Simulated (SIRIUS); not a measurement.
Crystal: TiB2.

```
Ti B
1.0
     3.02920    0.00000    0.00000
    -1.51460    2.62336    0.00000
     0.00000    0.00000    3.22840
Ti B
1 2
Direct
  0.00000 0.00000 0.00000
  0.66667 0.33333 0.50000
  0.33333 0.66667 0.50000
```

```yaml
Program: SIRIUS 7.10.0
Task: single point
Functional: PBEsol
Potentials_or_basis: PseudoDojo 0.4.1 PBEsol standard (scalar relativistic)
Cutoff: 1152 eV
Density_cutoff: 4606 eV
k_mesh: 10 × 10 × 8
Occupations: fermi-dirac, width 0.05 eV
Spin: no spin polarisation
```

On this cell: pressure -4.7 GPa; largest force under 0.003 eV/Å; band gap on the k mesh none (metal or under the smearing width).

The same run follows on a disturbed copy (atoms moved at random, drawn with an rms of 0.05 Å):

```
Ti B
1.0
     3.02920    0.00000    0.00000
    -1.51460    2.62336    0.00000
     0.00000    0.00000    3.22840
Ti B
1 2
Direct
  0.99663 0.98608 0.98473
  0.65640 0.31348 0.50274
  0.33149 0.66649 0.49409
```

Problem. What changes?

Solution. The energy (extrapolated to zero smearing) moves by +13.2 meV/atom; pressure -4.1 GPa; largest force 0.960 eV/Å; band gap on the k mesh none (metal or under the smearing width).

Forces in eV/Å, atoms in the order of the input:
```
Ti  -0.204  0.139  0.622
B    0.044  0.794 -0.464
B    0.160 -0.933 -0.158
```

Stress tensor (GPa, compression positive):
```
-4.58  0.06 -0.16
 0.06 -1.59  0.09
-0.16  0.09 -6.07
```
